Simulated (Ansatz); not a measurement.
Input of an Ansatz 0.2.0 run:

input.yaml

```yaml
crystal:
  lattice:
    - [6.33, 0.0, 0.0]
    - [0.0, 3.469, 0.0]
    - [-0.9467947088, 0.0, 13.8276237937]
  atoms:
    - { symbol: Te, position: [0.9437, 0.75, 0.6045] }
    - { symbol: Te, position: [0.0563, 0.25, 0.3955] }
    - { symbol: Te, position: [0.903, 0.25, 0.8514] }
    - { symbol: Te, position: [0.097, 0.75, 0.1486] }
    - { symbol: Te, position: [0.4112, 0.75, 0.8955] }
    - { symbol: Te, position: [0.5888, 0.25, 0.1045] }
    - { symbol: Te, position: [0.4432, 0.25, 0.6484] }
    - { symbol: Te, position: [0.5568, 0.75, 0.3516] }
    - { symbol: Mo, position: [0.8167, 0.75, 0.9926] }
    - { symbol: Mo, position: [0.1833, 0.25, 0.0074] }
    - { symbol: Mo, position: [0.6819, 0.25, 0.4934] }
    - { symbol: Mo, position: [0.3181, 0.75, 0.5066] }
hamiltonian:
  xc: r2scan
  pseudopotentials: { kind: paw }
  dispersion: rvv10
kpoints:
  mp_grid: { grid: [4, 8, 2] }
scf:
  occupations: { method: fermi_dirac, width: 0.05 }
output:
  forces: true
  stress: true
  eigenvalues: true
relax:
  f_tol: 0.01
  max_steps: 40
  cell: { stress_tol: 0.05 }
```

Potentials or basis: Ansatz PAW.

The run is started by

```sh
$ ansatz run input.yaml --threads 4 --pin off --max-ram 11264MiB --backend cpu --events-out ev --progress --plain --runs-dir out
```

Question: Predict the space group after relaxing (to 0.05 Å).

Answer: P2_1/m (No. 11).

Question: What does it give for the relaxed volume?

Answer: 25.96 Å³/atom.

Question: What does it give for the relaxed cell?

Answer: a = 6.334 Å, b = 3.499 Å, c = 14.072 Å, α = 90.00°, β = 92.88°, γ = 90.00°.

The path:
| step | energy change (eV) | largest force (eV/Å) | volume (Å³) |
| --- | --- | --- | --- |
| 1 | 0.0000 | 0.3051 | 303.64 |
| 2 | -0.0301 | 0.0676 | 311.11 |
| 3 | -0.0314 | 0.0377 | 310.80 |
| 4 | -0.0325 | 0.0189 | 311.25 |
| 5 | -0.0326 | 0.0037 | 311.49 |
| 6 | -0.0343 | 0.0037 | 311.49 |

Caveat: the plane-wave basis is chosen anew once the cell has moved, so the energies of steps on either side of that aren't comparable; the PAW data sets come from PBE, with cores solved anew for the run's functional, which leaves a small shift of forces and pressure. Spin-orbit coupling is left out, which matters for the levels of Te.
